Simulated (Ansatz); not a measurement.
# Bands of HgTe

```
Hg Te
1.0
     0.00000    2.92150    2.92150
     2.92150    0.00000    2.92150
     2.92150    2.92150    0.00000
Hg Te
1 1
Direct
  0.00000 0.00000 0.00000
  0.50000 0.50000 0.50000
```

Atom numbers follow the list: Hg1, Te2.

The geometry is COD entry 1538296, unchecked; take it as a test cell.

All numbers below come from DFT, PBE, all-electron LAPW, Dirac equation with spin-orbit coupling in Ansatz 0.2.0.

Numerical set-up: a Γ-centred 12×12×12 k mesh, Fermi–Dirac smearing of 0.08 eV, basis error target 1 meV/atom, no spin polarisation.

Points in fractions of the reciprocal vectors of this cell: Γ (0, 0, 0), X (0.5, 0, 0.5), U (0.625, 0.25, 0.625), K (0.375, 0.375, 0.75), L (0.5, 0.5, 0.5), W (0.5, 0.25, 0.75). The path joins them by straight lines in the order Γ–X–U–K–Γ–L–W–X; legs that retrace an earlier one aren't tabulated. Energies are in eV from the Fermi level.

(1) List the levels at X between -8 and 6 eV.

(2) List the levels at K between -8 and 6 eV.

(3) List the levels at L between -8 and 6 eV.

(4) What is the band gap?

Answers

(1) -7.63 (×2), -6.54 (×2), -6.14 (×2), -5.53 (×2), -5.22 (×2), -3.24 (×2), -2.89 (×2), -2.50 (×2), 4.71 (×2).

(2) -7.81 (×2), -6.82 (×2), -6.36 (×2), -5.94 (×2), -5.13 (×2), -4.43 (×2), -1.86 (×2), 0.04 (×2), 5.60 (×2).

(3) -7.56 (×2), -6.68 (×2), -6.49 (×2), -5.74 (×2), 0.19 (×2), 0.65 (×2), 2.24 (×2), 3.40 (×2), 4.12 (×2), 4.39 (×2).

(4) none: bands cross the Fermi level, a metal.
